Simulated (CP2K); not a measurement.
# PbS (Galena) (Fm-3m) in CP2K: a series of runs

The runs below take PbS (Galena) through single point, equation of state, with LDA.

Everything below comes from runs of CP2K 2026.2. Logs are shortened: lines on timing, memory, paths and dates and some standing lists are left out, and cuts for length are marked.

**1. Starting point**

The structure is cubic, space group Fm-3m (No. 225). Conventional cell: a = 5.931 Å, b = 5.931 Å, c = 5.931 Å, α = 90.00°, β = 90.00°, γ = 90.00°. Pb (site symmetry m-3m) is surrounded by 6 S at 2.97 Å. S (site symmetry m-3m) has 6 Pb at 2.97 Å as nearest neighbours.

**2. Single point, LDA, 26.09 Å³/atom**

Contents of pbs_eos.inp:

```
&GLOBAL
  PROJECT pbs_eos
  RUN_TYPE ENERGY_FORCE
  PRINT_LEVEL LOW
&END GLOBAL
&FORCE_EVAL
  METHOD QS
  STRESS_TENSOR ANALYTICAL
  &DFT
    BASIS_SET_FILE_NAME BASIS_MOLOPT_UZH
    POTENTIAL_FILE_NAME GTH_POTENTIALS
    &MGRID
      CUTOFF 450
      REL_CUTOFF 60
      NGRIDS 4
    &END MGRID
    &QS
      METHOD GPW
      EPS_DEFAULT 1.0E-9
    &END QS
    &KPOINTS
      SCHEME MONKHORST-PACK 8 8 8
      GAMMA_CENTERED T
      SYMMETRY T
      SYMMETRY_BACKEND SPGLIB
    &END KPOINTS
    &SCF
      SCF_GUESS ATOMIC
      EPS_SCF 1.0E-6
      MAX_SCF 100
      ADDED_MOS 10
      CHOLESKY OFF
      EPS_EIGVAL 1.0E-7
      &DIAGONALIZATION ON
        ALGORITHM STANDARD
      &END DIAGONALIZATION
      &MIXING ON
        METHOD BROYDEN_MIXING
        ALPHA 0.4
        BETA 1.5
        NBUFFER 8
      &END MIXING
      &SMEAR ON
        METHOD FERMI_DIRAC
        ELECTRONIC_TEMPERATURE 580.23
      &END SMEAR
    &END SCF
    &XC
      &XC_FUNCTIONAL
        &LDA_X
        &END LDA_X
        &LDA_C_PW
        &END LDA_C_PW
      &END XC_FUNCTIONAL
    &END XC
    &PRINT
      &KPOINTS ON
      &END KPOINTS
      &MULLIKEN ON
      &END MULLIKEN
      &MO ON
        ENERGIES T
        OCCUPATION_NUMBERS T
        &EACH
          QS_SCF 0
        &END EACH
        ADD_LAST NUMERIC
      &END MO
    &END PRINT
  &END DFT
  &SUBSYS
    &CELL
      A 4.1942038726 0.0000000000 0.0000000000
      B 2.0971019363 3.6322871023 0.0000000000
      C 2.0971019363 1.2107623674 3.4245531217
      PERIODIC XYZ
    &END CELL
    &COORD
      SCALED
      Pb  0.0000000000 0.0000000000 0.0000000000
      S   0.5000000000 0.5000000000 0.5000000000
    &END COORD
    &KIND Pb
      BASIS_SET TZVP-MOLOPT-PBE-GTH-q4
      POTENTIAL GTH-PADE-q4
    &END KIND
    &KIND S
      BASIS_SET TZVP-MOLOPT-PBE-GTH-q6
      POTENTIAL GTH-PADE-q6
    &END KIND
    &PRINT
      &ATOMIC_COORDINATES ON
      &END ATOMIC_COORDINATES
      &CELL ON
      &END CELL
    &END PRINT
  &END SUBSYS
  &PRINT
    &FORCES ON
    &END FORCES
    &STRESS_TENSOR ON
    &END STRESS_TENSOR
  &END PRINT
&END FORCE_EVAL
```

Potentials or basis: GTH_POTENTIALS Pb GTH-PADE-q4, S GTH-PADE-q6; TZVP-MOLOPT-PBE-GTH basis.

Started as:

```sh
> OMP_NUM_THREADS=1 cp2k.psmp -i pbs_eos.inp -o pbs_eos.out
```

pbs_eos.out:

```text

 CP2K| version string:                                       CP2K version 2026.2
 CP2K| Input file name                                               pbs_eos.inp

 GLOBAL| Force Environment number                                              1
 GLOBAL| Basis set file name                                    BASIS_MOLOPT_UZH
 GLOBAL| Potential file name                                      GTH_POTENTIALS
 GLOBAL| MM Potential file name                                     MM_POTENTIAL
 GLOBAL| Coordinate file name                                      __STD_INPUT__
 GLOBAL| Method name                                                        CP2K
 GLOBAL| Project name                                                    pbs_eos
 GLOBAL| Run type                                                   ENERGY_FORCE
 GLOBAL| FFT library                                                       FFTW3
[... 6 lines left out ...]
 GLOBAL| Total number of message passing processes                             1
 GLOBAL| Number of threads for this process                                    1
 GLOBAL| CPU model name                          AMD EPYC 7R43 64-Core Processor

 CELL| Volume [angstrom^3]:                                            52.171535
 CELL| Vector a [angstrom]:       4.194     0.000     0.000   |a| =     4.194204
 CELL| Vector b [angstrom]:       2.097     3.632     0.000   |b| =     4.194204
 CELL| Vector c [angstrom]:       2.097     1.211     3.425   |c| =     4.194204
 CELL| Angle (b,c), alpha [degree]:                                    60.000000
 CELL| Angle (a,c), beta  [degree]:                                    60.000000
 CELL| Angle (a,b), gamma [degree]:                                    60.000000
 CELL| Numerically orthorhombic:                                              NO
 CELL| Periodicity                                                           XYZ

 CELL_REF| Volume [angstrom^3]:                                        52.171535
 CELL_REF| Vector a [angstrom     4.194     0.000     0.000   |a| =     4.194204
 CELL_REF| Vector b [angstrom     2.097     3.632     0.000   |b| =     4.194204
 CELL_REF| Vector c [angstrom     2.097     1.211     3.425   |c| =     4.194204
 CELL_REF| Angle (b,c), alpha [degree]:                                60.000000
 CELL_REF| Angle (a,c), beta  [degree]:                                60.000000
 CELL_REF| Angle (a,b), gamma [degree]:                                60.000000
 CELL_REF| Numerically orthorhombic:                                          NO
 CELL_REF| Periodicity                                                       XYZ
[... 9 lines left out ...]
 TOTAL NUMBERS AND MAXIMUM NUMBERS

  Total number of            - Atomic kinds:                                   2
                             - Atoms:                                          2
                             - Shell sets:                                     2
                             - Shells:                                        14
                             - Primitive Cartesian functions:                  8
                             - Cartesian basis functions:                     36
                             - Spherical basis functions:                     34

[... 111 lines left out ...]

  Overlap energy of the core charge distribution:               0.00000000000158
  Self energy of the core charge distribution:                -31.48889231484008
  Core Hamiltonian energy:                                      6.67682158772137
  Hartree energy:                                              14.09732789459856
  Exchange-correlation energy:                                 -3.20882739791471
  Electronic entropic energy:                                  -0.00001674169561
  Fermi energy:                                                 0.14535783378183

  Total energy:                                               -13.92358697213528
  Total energy (extrapolated to T->0):                        -13.92357860128747

 MO| EIGENVALUES AND OCCUPATION NUMBERS FOR K POINT 1
 MO|
 MO|  Index      Eigenvalue [a.u.]        Eigenvalue [eV]             Occupation
 MO|      1              -0.320976              -8.734207               2.000000
 MO|      2              -0.174020              -4.735314               2.000000
 MO|      3               0.072482               1.972341               2.000000
 MO|      4               0.072482               1.972345               2.000000
 MO|      5               0.119787               3.259572               1.999998
 MO|      6               0.179329               4.879791               0.000000
 MO|      7               0.221003               6.013786               0.000000
 MO|      8               0.221003               6.013789               0.000000
 MO|      9               0.452582              12.315378               0.000000
 MO|     10               0.540216              14.700023               0.000000
 MO|     11               0.540217              14.700048               0.000000
 MO|     12               0.611182              16.631105               0.000000
 MO|     13               0.700863              19.071464               0.000000
[... 268 lines left out ...]
 MO|      4               0.041000               1.115669               2.000000
 MO|      5               0.097298               2.647625               2.000000
 MO|      6               0.204312               5.559623               0.000000
 MO|      7               0.254968               6.938027               0.000000
 MO|      8               0.294211               8.005900               0.000000
 MO|      9               0.419410              11.412740               0.000000
 MO|     10               0.550949              14.992077               0.000000
 MO|     11               0.585272              15.926059               0.000000
 MO|     12               0.618360              16.826431               0.000000
 MO|     13               0.645218              17.557272               0.000000
 MO|     14               0.752595              20.479149               0.000000
 MO|     15               0.768705              20.917515               0.000000
 MO| Sum:                                                              10.000000
 MO| E(Fermi):            0.145358 a.u.          3.955388 eV

 [... the levels of further k-points ...]

 !-----------------------------------------------------------------------------!
                     Mulliken Population Analysis

 #  Atom  Element  Kind  Atomic population                           Net charge
       1     Pb       1          3.290986                              0.709014
       2     S        2          6.709014                             -0.709014
 # Total charge                             10.000000                  0.000000

 !-----------------------------------------------------------------------------!

 ENERGY| Total FORCE_EVAL ( QS ) energy [hartree]            -13.923588039902873

 FORCES| Atomic forces [hartree/bohr]
 FORCES|   Atom     x               y               z               |f|
 FORCES|      1  1.10799840E-15 -1.59955845E-16 -1.24781008E-15   1.67638788E-15
 FORCES|      2  4.64571738E-15 -3.89070028E-15  6.24916377E-16   6.09186007E-15
 FORCES| Sum     5.75371578E-15 -4.05065612E-15 -6.22893704E-16
 FORCES| Total atomic force                                       7.06406801E-15

 STRESS| Analytical stress tensor [bar]
 STRESS|                        x                   y                   z
 STRESS|      x       -3.45807156547E+04   2.31695716319E-02  -2.37215672241E-02
 STRESS|      y        2.31695716319E-02  -3.45850666293E+04  -3.13560355010E+00
 STRESS|      z       -2.37215672241E-02  -3.13560355010E+00  -3.45828967029E+04
 STRESS| 1/3 Trace                                            -3.45828929956E+04
 STRESS| Determinant                                          -4.13603264042E+13

 STRESS| Eigenvectors and eigenvalues of the analytical stress tensor [bar]
 STRESS|                        1                   2                   3
 STRESS| Eigenvalues  -3.45872996747E+04  -3.45807314787E+04  -3.45806478335E+04
 STRESS|      x          -0.000776476341      0.900429005738     -0.435002301960
 STRESS|      y           0.814554821097     -0.251769418914     -0.522601763417
 STRESS|      z           0.580086063021      0.354739010155      0.733253294682
```

Run time: 21 s. Hardware: 1 thread of AMD EPYC 7R43 (Zen 3), shared host; peak memory 0.3 GiB.

Results:

```
Free energy            : -378.8801 eV
Pressure               : -3.5 GPa
Band gap on the k mesh : 0.24 eV, direct
Mulliken charges       : Pb +0.71; S -0.71 e
```

Caveat: Mulliken charges move with the basis; spin-orbit coupling is left out, which as a rule narrows the gap of such compounds by several tenths of an eV; the basis of atomic orbitals isn't converged, which shifts pressures, moduli and gaps.

**3. Single point, LDA, 25.56 Å³/atom (volume scaled by 0.98)**

pbs_eos.inp: that of step 2 with these lines changed.

```diff
@@ -11,2 +11,3 @@
     POTENTIAL_FILE_NAME GTH_POTENTIALS
+    WFN_RESTART_FILE_NAME previous-RESTART.kp
     &MGRID
@@ -27,3 +28,3 @@
     &SCF
-      SCF_GUESS ATOMIC
+      SCF_GUESS RESTART
       EPS_SCF 1.0E-6
@@ -72,5 +73,5 @@
     &CELL
-      A 4.1942038726 0.0000000000 0.0000000000
-      B 2.0971019363 3.6322871023 0.0000000000
-      C 2.0971019363 1.2107623674 3.4245531217
+      A 4.1660540051 0.0000000000 0.0000000000
+      B 2.0830270026 3.6079086020 0.0000000000
+      C 2.0830270026 1.2026362006 3.4015688512
       PERIODIC XYZ
```

Potentials or basis: GTH_POTENTIALS Pb GTH-PADE-q4, S GTH-PADE-q6; TZVP-MOLOPT-PBE-GTH basis.

Started as:

```sh
> OMP_NUM_THREADS=1 cp2k.psmp -i pbs_eos.inp -o pbs_eos.out
```

Run time: 29 s. Hardware: 1 thread of AMD EPYC 7R43 (Zen 3), shared host; peak memory 0.3 GiB.

The run converged. Its results:

| Property | Result |
| --- | --- |
| Free energy | -378.8994 eV |
| Pressure | -2.4 GPa |
| Band gap on the k mesh | 0.17 eV, direct |
| Mulliken charges | Pb +0.71; S -0.71 e |

Caveat: Mulliken charges move with the basis; spin-orbit coupling is left out, which as a rule narrows the gap of such compounds by several tenths of an eV; the basis of atomic orbitals isn't converged, which shifts pressures, moduli and gaps.

**4. Single point, LDA, 26.61 Å³/atom (volume scaled by 1.02)**

pbs_eos.inp: that of step 3 with these lines changed.

```diff
@@ -73,5 +73,5 @@
     &CELL
-      A 4.1660540051 0.0000000000 0.0000000000
-      B 2.0830270026 3.6079086020 0.0000000000
-      C 2.0830270026 1.2026362006 3.4015688512
+      A 4.2219808667 0.0000000000 0.0000000000
+      B 2.1109904333 3.6563426848 0.0000000000
+      C 2.1109904333 1.2187808949 3.4472329424
       PERIODIC XYZ
```

Started as:

```sh
> OMP_NUM_THREADS=1 cp2k.psmp -i pbs_eos.inp -o pbs_eos.out
```

It took 26 s on 1 thread of AMD EPYC 7R43 (Zen 3), shared host; peak memory 0.29 GiB.

It converged, with:

| Item | Value |
| --- | --- |
| Free energy | -378.8545 eV |
| Pressure | -4.4 GPa |
| Band gap on the k mesh | 0.30 eV, direct |
| Mulliken charges | Pb +0.71; S -0.71 e |

Caveat: Mulliken charges move with the basis; spin-orbit coupling is left out, which as a rule narrows the gap of such compounds by several tenths of an eV; the basis of atomic orbitals isn't converged, which shifts pressures, moduli and gaps.

**5. Single point, LDA, 25.04 Å³/atom (volume scaled by 0.96)**

pbs_eos.inp: that of step 4 with these lines changed.

```diff
@@ -73,5 +73,5 @@
     &CELL
-      A 4.2219808667 0.0000000000 0.0000000000
-      B 2.1109904333 3.6563426848 0.0000000000
-      C 2.1109904333 1.2187808949 3.4472329424
+      A 4.1375184931 0.0000000000 0.0000000000
+      B 2.0687592466 3.5831961237 0.0000000000
+      C 2.0687592466 1.1943987079 3.3782697032
       PERIODIC XYZ
```

Started as:

```sh
> OMP_NUM_THREADS=1 cp2k.psmp -i pbs_eos.inp -o pbs_eos.out
```

It took 21 s on 1 thread of AMD EPYC 7R43 (Zen 3), shared host; peak memory 0.3 GiB.

It converged, with:

```
Free energy            : -378.9117 eV
Pressure               : -1.3 GPa
Band gap on the k mesh : 0.09 eV, direct
Mulliken charges       : Pb +0.71; S -0.71 e
```

Caveat: Mulliken charges move with the basis; spin-orbit coupling is left out, which as a rule narrows the gap of such compounds by several tenths of an eV; the basis of atomic orbitals isn't converged, which shifts pressures, moduli and gaps.

**6. Single point, LDA, 27.13 Å³/atom (volume scaled by 1.04)**

pbs_eos.inp: that of step 5 with these lines changed.

```diff
@@ -73,5 +73,5 @@
     &CELL
-      A 4.1375184931 0.0000000000 0.0000000000
-      B 2.0687592466 3.5831961237 0.0000000000
-      C 2.0687592466 1.1943987079 3.3782697032
+      A 4.2493970951 0.0000000000 0.0000000000
+      B 2.1246985475 3.6800858351 0.0000000000
+      C 2.1246985475 1.2266952783 3.4696181991
       PERIODIC XYZ
```

Potentials or basis: GTH_POTENTIALS Pb GTH-PADE-q4, S GTH-PADE-q6; TZVP-MOLOPT-PBE-GTH basis.

Started as:

```sh
> OMP_NUM_THREADS=1 cp2k.psmp -i pbs_eos.inp -o pbs_eos.out
```

Run time: 16 s. Hardware: 1 thread of AMD EPYC 7R43 (Zen 3), shared host; peak memory 0.33 GiB.

The run converged. Its results:

```
Free energy            : -378.8233 eV
Pressure               : -5.2 GPa
Band gap on the k mesh : 0.36 eV, direct
Mulliken charges       : Pb +0.70; S -0.70 e
```

Caveat: Mulliken charges move with the basis; spin-orbit coupling is left out, which as a rule narrows the gap of such compounds by several tenths of an eV; the basis of atomic orbitals isn't converged, which shifts pressures, moduli and gaps.

**7. Single point, LDA, 24.52 Å³/atom (volume scaled by 0.94)**

pbs_eos.inp: that of step 6 with these lines changed.

```diff
@@ -73,5 +73,5 @@
     &CELL
-      A 4.2493970951 0.0000000000 0.0000000000
-      B 2.1246985475 3.6800858351 0.0000000000
-      C 2.1246985475 1.2266952783 3.4696181991
+      A 4.1085838507 0.0000000000 0.0000000000
+      B 2.0542919254 3.5581379883 0.0000000000
+      C 2.0542919254 1.1860459961 3.3546446666
       PERIODIC XYZ
```

Started as:

```sh
> OMP_NUM_THREADS=1 cp2k.psmp -i pbs_eos.inp -o pbs_eos.out
```

It took 26 s on 1 thread of AMD EPYC 7R43 (Zen 3), shared host; peak memory 0.29 GiB.

It converged, with:

```yaml
Free_energy: -378.9162 eV
Pressure: -0.1 GPa
Band_gap_on_the_k_mesh: 0.01 eV, direct
Mulliken_charges: Pb +0.72; S -0.72 e
```

Caveat: Mulliken charges move with the basis; spin-orbit coupling is left out, which as a rule narrows the gap of such compounds by several tenths of an eV; the basis of atomic orbitals isn't converged, which shifts pressures, moduli and gaps.

**8. Single point, LDA, 27.65 Å³/atom (volume scaled by 1.06)**

pbs_eos.inp: that of step 7 with these lines changed.

```diff
@@ -73,5 +73,5 @@
     &CELL
-      A 4.1085838507 0.0000000000 0.0000000000
-      B 2.0542919254 3.5581379883 0.0000000000
-      C 2.0542919254 1.1860459961 3.3546446666
+      A 4.2764640484 0.0000000000 0.0000000000
+      B 2.1382320242 3.7035265042 0.0000000000
+      C 2.1382320242 1.2345088347 3.4917182740
       PERIODIC XYZ
```

Started as:

```sh
> OMP_NUM_THREADS=1 cp2k.psmp -i pbs_eos.inp -o pbs_eos.out
```

Run time: 26 s. Hardware: 1 thread of AMD EPYC 7R43 (Zen 3), shared host; peak memory 0.32 GiB.

Results (log left out):

```
Free energy            : -378.7871 eV
Pressure               : -5.9 GPa
Band gap on the k mesh : 0.41 eV, direct
Mulliken charges       : Pb +0.70; S -0.70 e
```

Caveat: Mulliken charges move with the basis; spin-orbit coupling is left out, which as a rule narrows the gap of such compounds by several tenths of an eV; the basis of atomic orbitals isn't converged, which shifts pressures, moduli and gaps.

**9. Equation of state, LDA**

Potentials or basis: GTH_POTENTIALS Pb GTH-PADE-q4, S GTH-PADE-q6; TZVP-MOLOPT-PBE-GTH basis.

This step only gathers the single runs of the series.

What came out:

```yaml
Equilibrium_volume: "24.50 Å³/atom (rough: see the caveat)"
Bulk_modulus: 63 GPa (rough)
```

Energy against volume, from the lowest point:
```tsv
volume (Å³/atom)	energy (meV/atom)
24.521	0.00
25.042	2.27
25.564	8.42
26.086	18.06
26.607	30.84
27.129	46.44
27.651	64.57
```

Caveat: the minimum lies outside the volumes run; the basis of atomic orbitals isn't converged, which shifts pressures, moduli and gaps. The run has no spin-orbit coupling, so splittings on Pb are missing.

**10. The reference run**

An earlier run on the cell as given: functional PBEsol; potentials or basis POTENTIAL_UZH Pb GTH-PBE-q4, S GTH-PBE-q6; TZVP-MOLOPT-PBE-GTH basis; density cutoff 6123 eV; k mesh 8 × 8 × 8; occupations fermi-dirac, width 0.05 eV; no spin polarisation.

* Pressure: 1.5 GPa
* Band gap on the k mesh: 0.10 eV, direct
* Mulliken charges: Pb +0.79; S -0.79 e
* Hirshfeld charges: Pb +0.26; S -0.26 e
